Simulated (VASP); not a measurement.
The system is InSb.

```
In Sb
1.0
     0.00000    3.23910    3.23910
     3.23910    0.00000    3.23910
     3.23910    3.23910    0.00000
In Sb
1 1
Direct
  0.00000 0.00000 0.00000
  0.25000 0.25000 0.25000
```

Program: VASP 6.6.1. Alike in all runs: task single point; level PBE; potentials or basis VASP PAW PBE potentials, release 64 (In_d, Sb); no spin polarisation; cell as given; smearing gaussian 0.02 eV. Hardware: 1 thread of Intel(R) Xeon(R) 6975P-C (Granite Rapids) (shared host).

Task: Order these runs on this cell by their wall time, lowest first.
A. k mesh 6 × 6 × 6; cutoff (eV) 600
B. k mesh 6 × 6 × 6; cutoff (eV) 250
C. k mesh 12 × 12 × 12; cutoff (eV) 520
D. k mesh 6 × 6 × 6; cutoff (eV) 400

Result: B (3.8 s), D (7.7 s), A (16 s), C (36 s).
